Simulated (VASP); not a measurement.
**From an Ansatz input to VASP: YN (strained rocksalt)**

Ansatz input

```yaml
crystal:
  lattice:
    - [0.0, 2.4235676612, 2.4235676612]
    - [2.4235676612, 0.0, 2.4235676612]
    - [2.4235676612, 2.4235676612, 0.0]
  atoms:
    - { symbol: "Y", position: [0.0, 0.0, 0.0] }
    - { symbol: "N", position: [0.5, 0.5, 0.5] }
kpoints:
  mp_grid: { grid: [10, 10, 10] }
  band_path:
    path:
      - [0.0, 0.0, 0.0]
      - [0.5, 0.0, 0.5]
      - [0.625, 0.25, 0.625]
      - [0.375, 0.375, 0.75]
      - [0.5, 0.5, 0.5]
      - [0.5, 0.25, 0.75]
      - [0.0, 0.5, 0.5]
    npoints: 1
hamiltonian:
  xc: pbe
scf:
  occupations: { method: fermi_dirac, width: 0.02 }
  n_extra_bands: 4
output:
  forces: true
  stress: true
  eigenvalues: true
```

Problem. Which VASP files do the same job?

Solution. 

INCAR

```
ENCUT = 520
LREAL = .FALSE.
LWAVE = .FALSE.
NBANDS = 15
GGA = PE
NELM = 120
IBRION = -1
NSW = 0
SIGMA = 0.02
PREC = Accurate
ISIF = 2
LCHARG = .FALSE.
ISMEAR = -1
LASPH = .TRUE.
EDIFF = 1E-7
```

KPOINTS

```
KPOINTS created by Atomic Simulation Environment
0
Gamma
10 10 10
0 0 0
```

KPOINTS_OPT

```
special points
7
Reciprocal
0.0000000000 0.0000000000 0.0000000000 1
0.5000000000 0.0000000000 0.5000000000 1
0.6250000000 0.2500000000 0.6250000000 1
0.3750000000 0.3750000000 0.7500000000 1
0.5000000000 0.5000000000 0.5000000000 1
0.5000000000 0.2500000000 0.7500000000 1
0.0000000000 0.5000000000 0.5000000000 1
```

POSCAR

```
Y  N
 1.0000000000000000
     0.0000000000000000    2.4235676611999999    2.4235676611999999
     2.4235676611999999    0.0000000000000000    2.4235676611999999
     2.4235676611999999    2.4235676611999999    0.0000000000000000
 Y   N
   1   1
Cartesian
  0.0000000000000000  0.0000000000000000  0.0000000000000000
  2.4235676611999999  2.4235676611999999  2.4235676611999999
```

VASP ran with the recommended PBE PAW datasets (16 valence electrons in the cell). Other inputs would serve too.

```csv
,Ansatz,VASP
gap between bands v and c,0.15 eV,0.14 eV
least direct gap,0.51 eV,0.51 eV
pressure,6.2 GPa,6.0 GPa
```

Datasets and cutoffs are each program's own. VASP's cell holds 16 valence electrons and Ansatz's 16. Ansatz's stress includes a Pulay correction; VASP's doesn't.
